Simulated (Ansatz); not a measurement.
# EuS: the cost of one run

Computed with Ansatz 0.2.0 (DFT mr²SCAN with U = 4 eV on Eu 4f, scalar-relativistic, plane waves, PAW, unless a step's input says otherwise).

2 further runs of the same task are left out: 1 that didn't finish, 1 set aside as unsound or not needed.

### Step 1. The system as given

The structure is cubic, space group Fm-3m (No. 225). The conventional cell has a = 5.957 Å, b = 5.957 Å, c = 5.957 Å, α = 90.00°, β = 90.00°, γ = 90.00°. Around Eu (site symmetry m-3m) lie 6 S at 2.98 Å. S (site symmetry m-3m) is surrounded by 6 Eu at 2.98 Å.

Coordinates:

```xyz
2
Lattice="0.0000 2.9785 2.9785 2.9785 0.0000 2.9785 2.9785 2.9785 0.0000" Properties=species:S:1:pos:R:3 pbc="T T T"
Eu    2.9785    2.9785    2.9785
S     0.0000    0.0000    0.0000
```

An earlier run on this cell at PBE+U (U_eff = 6 eV on Eu 4f) gave 0.74 GPa at 26.424 Å³/atom (8×8×8 mesh), gap on the mesh 0.70 eV, moments in the atoms' spheres Eu 6.86; S -0.06 μB.

### Step 2. At the given cell

input.yaml reads:

```yaml
crystal:
  lattice:
    - [0.0, 2.978501867, 2.978501867]
    - [2.978501867, 0.0, 2.978501867]
    - [2.978501867, 2.978501867, 0.0]
  atoms:
    - { symbol: Eu, position: [0.5, 0.5, 0.5], spin: 7.55 }
    - { symbol: S, position: [0.0, 0.0, 0.0] }
basis:
  ecutwfc: 500
  ecutrho_ratio: 4
kpoints:
  mp_grid: { grid: [8, 8, 8] }
hamiltonian:
  xc: mr2scan
  hubbard: { sites: [{ species: Eu, l: f, u_eff: 4.0 }] }
scf:
  occupations: { method: gaussian, width: 0.05 }
  lower_state_search: "off"
output:
  forces: true
  stress: true
  eigenvalues: true
  populations: true
  hubbard: { sites: [{ species: Eu, l: f }] }
magnetization:
  spin_polarized: true
checkpoint:
  read: start.run
  write: ck
  compress: false
  write_wavefunctions: false
  write_every: 100000
```

start.run holds the state of a PBE+U run on this cell.

Launch:

```
$ ansatz run input.yaml --threads 4 --pin off --max-ram 6144MiB --backend cpu --events-out ev --progress --plain --runs-dir out
```

**Question.** How long does this run take on 4 threads of Intel Xeon Platinum 8488C (Sapphire Rapids), shared host, and how much memory does it need?

About 2.6 s, with a peak of 0.64 GiB.
